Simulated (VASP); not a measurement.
# LiBr in VASP: work function with PBE

Aim: the work function of LiBr with PBE.

Program: VASP 6.6.1. These are calculated values, not measurements. Logs are shortened: lines on timing, memory, paths and dates and some standing lists are left out, and cuts for length are marked.

### 1 The undisturbed slab

The cell holds a slab with vacuum, 8 atoms: a = 4.140 Å, b = 4.140 Å, c = 25.851 Å, α = 90.00°, β = 90.00°, γ = 120.00°.

### 2 Work function, PBE (the (0 0 1) slab of LiBr, cut from the database cell, not relaxed)

INCAR reads:

```
SYSTEM = LiBr
  PREC = Accurate
  ENCUT = 520
  EDIFF = 1E-6
  ISMEAR = 0
  SIGMA = 0.05
  LREAL = .FALSE.
  LASPH = .TRUE.
  NELM = 100
  ALGO = Normal
  ISIF = 2
  LWAVE = .FALSE.
  LCHARG = .TRUE.
  LDIPOL = .TRUE.
  IDIPOL = 3
  DIPOL = 0.5 0.5 0.500
  GGA = PE
  LELF = .TRUE.
  LVHAR = .TRUE.
  LVACPOTAV = .TRUE.
```

KPOINTS reads:

```
regular mesh
0
G
  8 8 1
  0 0 0
```

POSCAR reads:

```
LiBr
1.0
    4.1398709784      0.0000000000      0.0000000000
   -2.0699354892      3.5852334357      0.0000000000
    0.0000000000      0.0000000000     25.8514822288
Li Br
4 4
Direct
    0.6666666700      0.3333333400      0.2901187612
    0.3333333300      0.6666666600      0.4195753903
    0.6666666700      0.3333333400      0.5490320193
    0.3333333300      0.6666666600      0.6784886483
    0.3333333300      0.6666666600      0.3215113517
    0.6666666700      0.3333333400      0.4509679807
    0.3333333300      0.6666666600      0.5804246097
    0.6666666700      0.3333333400      0.7098812388
```

Potentials or basis: VASP PAW PBE potentials, release 64 (Li_sv, Br).

Started as:

```sh
> cat potpaw_PBE.64/Li_sv/POTCAR potpaw_PBE.64/Br/POTCAR > POTCAR
> mpirun -np 1 vasp_std > vasp.out
```

OUTCAR:

```text
SYSTEM = LiBr
   PREC = Accurate
   ENCUT = 520
   EDIFF = 1E-6
   ISMEAR = 0
   LREAL = .FALSE.
   LASPH = .TRUE.
   NELM = 100
   ISIF = 2
   GGA = PE

 ion  position               nearest neighbor table
   1  0.667  0.333  0.290-   5 2.52   5 2.52   5 2.52
   2  0.333  0.667  0.420-   6 2.52   6 2.52   6 2.52   5 2.54
   3  0.667  0.333  0.549-   7 2.52   7 2.52   7 2.52   6 2.54
   4  0.333  0.667  0.678-   8 2.52   8 2.52   8 2.52   7 2.54
   5  0.333  0.667  0.322-   1 2.52   1 2.52   1 2.52   2 2.54
   6  0.667  0.333  0.451-   2 2.52   2 2.52   2 2.52   3 2.54
   7  0.333  0.667  0.580-   3 2.52   3 2.52   3 2.52   4 2.54
   8  0.667  0.333  0.710-   4 2.52   4 2.52   4 2.52

  LATTYP: Found a hexagonal cell.
 ALAT       =     4.1398709784
 C/A-ratio  =     6.2445139870

  Lattice vectors:

 A1 = (   4.1398709784,   0.0000000000,   0.0000000000)
 A2 = (  -2.0699354892,   3.5852334357,   0.0000000000)
 A3 = (   0.0000000000,   0.0000000000,  25.8514822288)

Analysis of symmetry for initial positions (statically):
=====================================================================
 Subroutine PRICEL returns:
 Original cell was already a primitive cell.

 Routine SETGRP: Setting up the symmetry group for a
 hexagonal supercell.

 Subroutine GETGRP returns: Found  6 space group operations
 (whereof  6 operations were pure point group operations)
 out of a pool of 24 trial point group operations.

The static configuration has the point symmetry C_3v.

Analysis of symmetry for dynamics (positions and initial velocities):
=====================================================================
 Subroutine PRICEL returns:
 Original cell was already a primitive cell.

 Routine SETGRP: Setting up the symmetry group for a
 hexagonal supercell.

 Subroutine GETGRP returns: Found  6 space group operations
 (whereof  6 operations were pure point group operations)
 out of a pool of 24 trial point group operations.

The dynamic configuration has the point symmetry C_3v.

 Subroutine INISYM returns: Found  6 space group operations
 (whereof  6 operations are pure point group operations),
 and found     1 'primitive' translations

----------------------------------------------------------------------------------------

                                     Primitive cell

  volume of cell :     383.6981

  direct lattice vectors                    reciprocal lattice vectors
     4.139870978  0.000000000  0.000000000     0.241553422  0.139460933  0.000000000
    -2.069935489  3.585233436  0.000000000     0.000000000  0.278921866  0.000000000
     0.000000000  0.000000000 25.851482229     0.000000000  0.000000000  0.038682501

  length of vectors
     4.139870978  4.139870978 25.851482229     0.278921866  0.278921866  0.038682501

  position of ions in fractional coordinates (direct lattice)
     0.666666670  0.333333340  0.290118761
     0.333333330  0.666666660  0.419575390
     0.666666670  0.333333340  0.549032019
     0.333333330  0.666666660  0.678488648
     0.333333330  0.666666660  0.321511352
     0.666666670  0.333333340  0.450967981
     0.333333330  0.666666660  0.580424610
     0.666666670  0.333333340  0.709881239

  ion indices of the primitive-cell ions
   primitive index   ion index
                 1           1
                 2           2
                 3           3
                 4           4
                 5           5
                 6           6
                 7           7
                 8           8

----------------------------------------------------------------------------------------

 KPOINTS: regular mesh

Automatic generation of k-mesh.
 Grid dimensions read from file:
 generate k-points for:    8    8    1

 Generating k-lattice:

  Cartesian coordinates                     Fractional coordinates (reciprocal lattice)
     0.030194178  0.017432617  0.000000000     0.125000000 -0.000000000  0.000000000
     0.000000000  0.034865233  0.000000000     0.000000000  0.125000000  0.000000000
     0.000000000  0.000000000  0.038682501     0.000000000  0.000000000  1.000000000

  Length of vectors
     0.034865233  0.034865233  0.038682501

  Shift w.r.t. Gamma in fractional coordinates (k-lattice)
     0.000000000  0.000000000  0.000000000

 Subroutine IBZKPT returns following result:
 ===========================================

 Found     10 irreducible k-points:

 Following reciprocal coordinates:
            Coordinates               Weight
  0.000000  0.000000  0.000000      1.000000
  0.125000  0.000000  0.000000      6.000000
  0.250000  0.000000  0.000000      6.000000
  0.375000  0.000000  0.000000      6.000000
  0.500000  0.000000  0.000000      3.000000
  0.125000  0.125000  0.000000      6.000000
  0.250000  0.125000  0.000000     12.000000
  0.375000  0.125000  0.000000     12.000000
  0.250000  0.250000  0.000000      6.000000
  0.375000  0.250000  0.000000      6.000000
   k-points           NKPTS =     10   k-points in BZ     NKDIM =     10   number of bands    NBANDS=     25
   number of dos      NEDOS =    301   number of ions     NIONS =      8
   total plane-waves  NPLWV = 196608
   dimension x,y,z NGX =    32 NGY =   32 NGZ =  192
   dimension x,y,z NGXF=    64 NGYF=   64 NGZF=  384
   ions per type =               4   4
   NGX,Y,Z   is equivalent  to a cutoff of  12.85, 12.85, 12.35 a.u.
   NGXF,Y,Z  is equivalent  to a cutoff of  25.70, 25.70, 24.69 a.u.
 SYSTEM =  LiBr
   PREC   = accura    normal or accurate (medium, high low for compatibility)
   ISTART =      0    job   : 0-new  1-cont  2-samecut
   ICHARG =      2    charge: 1-file 2-atom 10-const
   ISPIN  =      1    spin polarized calculation?
   LNONCOLLINEAR =      F non collinear calculations
   LSORBIT =      F    spin-orbit coupling
   LASPH  =      T    aspherical Exc in radial PAW
   ENCUT  =  520.0 eV  38.22 Ry    6.18 a.u.   7.70  7.70 48.07*2*pi/ulx,y,z
   NELM   =    100;   NELMIN=  2; NELMDL= -5     # of ELM steps
   EDIFF  = 0.1E-05   stopping-criterion for ELM
[... 8 lines left out ...]
   TEBEG  =    0.0;   TEEND  =   0.0 temperature during run
   PSTRESS=    0.0 pullay stress
   NELECT =      40.0000    total number of electrons
   NUPDOWN=      -1.0000    fix difference up-down
   EMIN   =  10.00;   EMAX   =-10.00  energy-range for DOS
[... 5 lines left out ...]
     AMIX     =   0.40;   BMIX     =  1.00
     AMIX_MAG =   1.60;   BMIX_MAG =  1.00
  volume/ion in A,a.u.               =      47.96       323.67
  Fermi-wavevector in a.u.,A,eV,Ry     =   0.770486  1.456008  8.077087  0.593649
  Thomas-Fermi vector in A             =   1.871701
   LORBIT       =      0    0 simple, 1 ext, 2 COOP (PROOUT), +10 PAW based schemes
   GGA     = PE    functional components
[... 5 lines left out ...]
 non-spin polarized calculation
 Gauss-broadening in eV      SIGMA  =   0.05
  energy-cutoff  :      520.00
  volume of cell :      383.70
 maximum number of plane-waves:     10387
 NGX is ok and might be reduce to    32
   NGX = 15   NGY = 15   NGZ = 97

 number of electron      40.0000013 magnetization

 dipolmoment           0.000000      0.000000      0.463815 electrons x Angstroem

 Free energy of the ion-electron system (eV)
  ---------------------------------------------------
  ext. energy  EPLUGINS =         0.00000000
  ---------------------------------------------------
  free energy    TOTEN  =       -25.54094192 eV

  energy without entropy =      -25.53556145  energy(sigma->0) =      -25.53825168

 E-fermi :  -1.8268     XC(G=0):  -4.4695

 val. band max:       -1.8285602486   @ k =   0.1250   0.0000   0.0000
 cond. band min:      -1.7683117416   @ k =   0.0000   0.0000   0.0000
 fundamental gap:      0.0602485070
 Fermi energy:        -1.8267514181

 k-point     1 :       0.0000    0.0000    0.0000
  band No.  band energies     occupation
      1     -50.5403      2.00000
      2     -48.6907      2.00000
      3     -47.0838      2.00000
      4     -45.6210      2.00000
      5     -19.0192      2.00000
      6     -17.3884      2.00000
[... 17 lines left out ...]
     24       1.5917      0.00000
     25       2.6369      0.00000

 k-point     2 :       0.1250    0.0000    0.0000
  band No.  band energies     occupation
      1     -50.5402      2.00000
      2     -48.6907      2.00000
      3     -47.0837      2.00000
      4     -45.6209      2.00000
      5     -18.9964      2.00000
      6     -17.3661      2.00000
[... 17 lines left out ...]
     24       1.8852      0.00000
     25       2.5511      0.00000

 k-point     3 :       0.2500    0.0000    0.0000
  band No.  band energies     occupation
      1     -50.5400      2.00000
      2     -48.6905      2.00000
      3     -47.0835      2.00000
      4     -45.6207      2.00000
      5     -18.9405      2.00000
      6     -17.3112      2.00000
[... 17 lines left out ...]
     24       2.1076      0.00000
     25       2.7695      0.00000

 k-point     4 :       0.3750    0.0000    0.0000
  band No.  band energies     occupation
      1     -50.5399      2.00000
      2     -48.6904      2.00000
      3     -47.0834      2.00000
      4     -45.6206      2.00000
      5     -18.8828      2.00000
      6     -17.2547      2.00000
[... 17 lines left out ...]
     24       2.0913      0.00000
     25       2.6468      0.00000
[... 85 lines left out ...]
 k-point     8 :       0.3750    0.1250    0.0000
  band No.  band energies     occupation
      1     -50.5399      2.00000
      2     -48.6903      2.00000
      3     -47.0833      2.00000
      4     -45.6205      2.00000
      5     -18.8585      2.00000
      6     -17.2308      2.00000
[... 17 lines left out ...]
     24       2.2122      0.00000
     25       2.7279      0.00000

 k-point     9 :       0.2500    0.2500    0.0000
  band No.  band energies     occupation
      1     -50.5399      2.00000
      2     -48.6903      2.00000
      3     -47.0833      2.00000
      4     -45.6205      2.00000
      5     -18.8586      2.00000
      6     -17.2309      2.00000
[... 17 lines left out ...]
     24       2.1496      0.00000
     25       2.7171      0.00000

 k-point    10 :       0.3750    0.2500    0.0000
  band No.  band energies     occupation
      1     -50.5398      2.00000
      2     -48.6903      2.00000
      3     -47.0833      2.00000
      4     -45.6205      2.00000
      5     -18.8412      2.00000
      6     -17.2138      2.00000
[... 17 lines left out ...]
     24       2.5021      0.00000
     25       2.7637      0.00000

------------------------ aborting loop because EDIFF is reached ----------------------------------------

  FORCE on cell =-STRESS in cart. coord.  units (eV):
  Direction    XX          YY          ZZ          XY          YZ          ZX
  --------------------------------------------------------------------------------------
  -------------------------------------------------------------------------------------
  Total       -0.1331954     -0.1331954      0.9987555      0.0000000      0.0000000      0.0000000
  in kB       -0.5561732     -0.5561732      4.1704229      0.0000000      0.0000000      0.0000000
  external PRESSURE =       1.0193588 kB  Pullay stress =       0.0000000 kB

 VOLUME and BASIS-vectors are now :
 -----------------------------------------------------------------------------
  energy-cutoff  :      520.00
  volume of cell :      383.70
      direct lattice vectors                 reciprocal lattice vectors
     4.139870978  0.000000000  0.000000000     0.241553422  0.139460933  0.000000000
    -2.069935489  3.585233436  0.000000000     0.000000000  0.278921866  0.000000000
     0.000000000  0.000000000 25.851482229     0.000000000  0.000000000  0.038682501

 POSITION                                       TOTAL-FORCE (eV/Angst)
 -----------------------------------------------------------------------------------
      2.06994      1.19508      7.50000        -0.000000      0.000000      0.343901
      0.00000      2.39016     10.84665        -0.000000     -0.000000      0.513080
      2.06994      1.19508     14.19329         0.000000     -0.000000      0.508922
      0.00000      2.39016     17.53994         0.000000     -0.000000      0.373236
      0.00000      2.39016      8.31154        -0.000000     -0.000000     -0.594901
      2.06994      1.19508     11.65819         0.000000      0.000000     -0.499376
      0.00000      2.39016     15.00484        -0.000000      0.000000     -0.507099
      2.06994      1.19508     18.35148        -0.000000     -0.000000     -0.137763
 -----------------------------------------------------------------------------------
    total drift:                                0.000000      0.000001     -0.001538

  FREE ENERGIE OF THE ION-ELECTRON SYSTEM (eV)
  ---------------------------------------------------
  free  energy   TOTEN  =       -25.5409419201 eV

  energy  without entropy=      -25.5355614456  energy(sigma->0) =      -25.53825168

 vacuum level on the upper side and lower side of the slab         5.983         0.291
```

It took 2.4 min on 1 thread of Intel Xeon 6975P-C (Granite Rapids), shared host; peak memory 0.45 GiB.

What came out:

- Free energy: -25.5409 eV
- Largest force: 0.595 eV/Å
- Band gap on the k mesh: none (metal or under the smearing width)
- Work function of the upper face: 7.81 eV
- Work function of the lower face: 2.12 eV

Forces in eV/Å, atoms in the order of the input:
```
Li   0.000  0.000  0.344
Li   0.000  0.000  0.513
Li   0.000  0.000  0.509
Li   0.000  0.000  0.373
Br   0.000  0.000 -0.595
Br   0.000  0.000 -0.499
Br   0.000  0.000 -0.507
Br   0.000  0.000 -0.138
```

Caveat: the cutoff is under 1.25 times the usual one of these potentials, so pressure, stress and relaxed cells hold a basis-set (Pulay) error.
